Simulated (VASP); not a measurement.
# CsBr: single point with LDA

The system is CsBr.

```
Cs Br
1.0
     4.14006    0.00000    0.00000
     0.00000    4.14006    0.00000
     0.00000    0.00000    4.14006
Cs Br
1 1
Direct
  0.00000 0.00000 0.00000
  0.50000 0.50000 0.50000
```

* Program: VASP 6.6.1
* Task: single point
* Functional: LDA
* Potentials or basis: VASP PAW LDA potentials, release 64 (Cs_sv, Br)
* Cutoff: 520 eV
* k mesh: 4 × 4 × 4
* Occupations: gaussian, width 0.01 eV
* Spin: no spin polarisation

```yaml
Pressure: 0.1 GPa
Band_gap_on_the_k_mesh: 4.50 eV, direct
```

Levels at points of the mesh, in eV from the valence-band top:
```tsv
k point	band 5	band 6	band 7	band 8	band 9	band 10	band 11	band 12
(0.00, 0.00, 0.00)	-6.19	0.00	0.00	0.00	4.50	4.50	4.56	9.33
(0.50, 0.00, 0.00)	-6.02	-1.67	-0.34	-0.34	5.66	7.56	8.03	8.08
(0.50, 0.50, 0.00)	-5.92	-0.63	-0.63	-0.06	5.01	5.30	7.12	7.12
(0.50, 0.50, 0.50)	-6.73	-1.55	-1.55	-1.55	8.66	8.66	8.66	9.44
```

Wall time 4.2 s on 1 thread of Intel(R) Xeon(R) 6975P-C (Granite Rapids) (shared host), peak memory 0.15 GiB.

Caveat: spin-orbit coupling is left out, which moves the levels of the heavy elements. Expect the measured gap to be larger: semilocal functionals such as LDA lack the derivative discontinuity.
